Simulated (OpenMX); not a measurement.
Wanted: the native input for an OpenMX 3.8.5 run.

```yaml
Task: single point
Functional: PBE
Potentials_or_basis: OpenMX 2013 PBE set, Hf7.0-s3p2d2f1, C6.0-s2p2d1, grid cutoff 400 Ry
k_mesh: 9 × 5 × 7
Occupations: fermi-dirac, width 0.05 eV
Spin: no spin polarisation
Mixing_scheme: rmm-diisk
SCF_threshold: 1e-08 Ha
Solver: band
Max_SCF_cycles: 100
```

The system is HfC.

```xyz
2
Lattice="2.5028 0.0000 0.0000 0.0000 4.8170 0.0000 0.0000 0.0000 2.6289" Properties=species:S:1:pos:R:3 pbc="T T T"
Hf    0.0000    0.0000    0.0000
C     0.0000    2.4085    1.9716
```

The cell was built by a generator and needn't be a form met in nature.

These files were run (other wordings do the same):

HfC.dat

```
System.CurrrentDirectory             ./
System.Name                          HfC
DATA.PATH                            ./DFT_DATA13
level.of.stdout                      1
level.of.fileout                     1
Species.Number                       2
<Definition.of.Atomic.Species
  Hf  Hf7.0-s3p2d2f1         Hf_PBE13
  C   C6.0-s2p2d1            C_PBE13
Definition.of.Atomic.Species>

Atoms.Number                         2
Atoms.SpeciesAndCoordinates.Unit     FRAC
<Atoms.SpeciesAndCoordinates
    1  Hf    0.0000000000    0.0000000000    0.0000000000   6.000  6.000
    2  C     0.0000000000    0.5000000000    0.7500000000   2.000  2.000
Atoms.SpeciesAndCoordinates>

Atoms.UnitVectors.Unit               Ang
<Atoms.UnitVectors
     2.5028157471    0.0000000000    0.0000000000
     0.0000000000    4.8169987637    0.0000000000
     0.0000000000    0.0000000000    2.6288568942
Atoms.UnitVectors>

scf.XcType                           GGA-PBE
scf.SpinPolarization                 off
scf.ElectronicTemperature            580.226
scf.energycutoff                     400.0
scf.maxIter                          100
scf.EigenvalueSolver                 band
scf.Kgrid                            9 5 7
scf.Mixing.Type                      rmm-diisk
scf.Init.Mixing.Weight               0.05
scf.Min.Mixing.Weight                0.001
scf.Max.Mixing.Weight                0.3
scf.Mixing.History                   25
scf.Mixing.StartPulay                8
scf.criterion                        1.0e-8
scf.stress.tensor                    on
MD.Type                              nomd
```

Potentials or basis: OpenMX 2013 PBE set, Hf7.0-s3p2d2f1, C6.0-s2p2d1, grid cutoff 400 Ry.

The run is started by

```sh
$ openmx HfC.dat -nt 1 > HfC.std
```

It gave:

```yaml
Pressure: 0.8 GPa
Largest_force: 0.076 eV/Å
Band_gap_on_the_k_mesh: none (metal or under the smearing width)
Mulliken_charges: Hf +0.03; C -0.03 e
```

Caveat: Mulliken charges move with the basis; the basis of atomic orbitals isn't converged, which shifts pressures, moduli and gaps.

It took 74 s on 1 thread of Arm Neoverse V2, with other jobs on the host, peak memory 0.73 GiB.
